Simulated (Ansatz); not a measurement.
Si2Mo: do energies and stresses tell the same story?

Method: Ansatz, DFT PBEsol, scalar-relativistic, plane waves, PAW.

Plane waves to 420 eV, a k mesh through Γ of 18×18×18 on the computed 3-atom cell and Gaussian smearing (0.10 eV); no spin polarisation.

Relaxed cell: I4/mmm, a = 3.190 Å, b = 3.190 Å, c = 7.821 Å, α = 90.00°, β = 90.00°, γ = 90.00°, 3 atoms in the primitive cell.

Energies at zero smearing and pressures from the stress tensor, at volumes with shape and atoms relaxed:
```json
{"V (Å³/atom)": "11.674", "E − E(first) (meV/atom)": "0.00", "P (GPa)": "36.87"}
{"V (Å³/atom)": "12.072", "E − E(first) (meV/atom)": "-76.82", "P (GPa)": "25.31"}
{"V (Å³/atom)": "12.470", "E − E(first) (meV/atom)": "-127.16", "P (GPa)": "15.48"}
{"V (Å³/atom)": "12.868", "E − E(first) (meV/atom)": "-154.94", "P (GPa)": "7.12"}
{"V (Å³/atom)": "13.266", "E − E(first) (meV/atom)": "-163.54", "P (GPa)": "-0.01"}
{"V (Å³/atom)": "13.664", "E − E(first) (meV/atom)": "-155.81", "P (GPa)": "-6.06"}
{"V (Å³/atom)": "14.062", "E − E(first) (meV/atom)": "-134.21", "P (GPa)": "-11.19"}
{"V (Å³/atom)": "14.592", "E − E(first) (meV/atom)": "-87.42", "P (GPa)": "-16.85"}
```

Problem. Check P = −dE/dV between neighbouring volumes, and get the bulk modulus from the pressures alone.

Solution. With 1 eV/Å³ = 160.2 GPa:
```csv
middle V (Å³/atom),−ΔE/ΔV (GPa),mean P (GPa)
11.873,30.928,31.090
12.271,20.263,20.399
12.669,11.187,11.302
13.067,3.462,3.556
13.465,-3.112,-3.033
13.863,-8.697,-8.627
14.327,-14.128,-14.020
```

The two differ by 0.16 GPa at most. The mean of two end pressures misses the average over a step by about ΔV² P″/12, up to 0.15 GPa here; with that taken off 0.01 GPa remains. Around V = 13.266 Å³/atom, the two neighbours give B = −V ΔP/ΔV = 13.266 × 13.18 / 0.796 = 219.6 GPa, against B0 = 218.2 GPa from the Birch–Murnaghan fit of the energies.